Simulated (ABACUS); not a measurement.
Crystal: InP.

```
In P
1.0
     0.00000    2.93050    2.93050
     2.93050    0.00000    2.93050
     2.93050    2.93050    0.00000
In P
1 1
Direct
  0.00000 0.00000 0.00000
  0.75000 0.75000 0.75000
```

| Property | Result |
| --- | --- |
| Program | ABACUS 3.10.1 |
| Task | relaxation of cell and atoms |
| Functional | OLYP |
| Potentials or basis | PseudoDojo NC SR 0.5 PBE standard |
| Cutoff | 966 eV |
| Density cutoff | 3864 eV |
| Basis | plane waves |
| k mesh | 6 × 6 × 6 |
| Occupations | fermi-dirac, width 0.05 eV |
| Spin | no spin polarisation |

At the start: pressure 4.3 GPa; volume 25.17 Å³/atom.

Q: How do energy, volume and symmetry change on relaxing?

A: Over 3 steps the energy falls by 22.3 meV/atom and the volume is 26.91 Å³/atom (+6.9 %); space group F-43m (No. 216, to 0.05 Å).

The path:
| step | energy change (eV) | largest force (eV/Å) | pressure (GPa) | volume (Å³) |
| --- | --- | --- | --- | --- |
| 1 | 0.0000 | 0.0000 | 4.34 | 50.33 |
| 2 | -0.0344 | 0.0000 | -1.74 | 55.65 |
| 3 | -0.0446 | 0.0000 | 0.00 | 53.83 |

Final structure:
```xyz
2
Lattice="0.0000 2.9968 2.9968 2.9968 0.0000 2.9968 2.9968 2.9968 0.0000" Properties=species:S:1:pos:R:3 pbc="T T T"
In    0.0000    0.0000    0.0000
P     4.4952    4.4952    4.4952
```

Caveat: the potentials were made for another functional, which shifts forces and pressure.
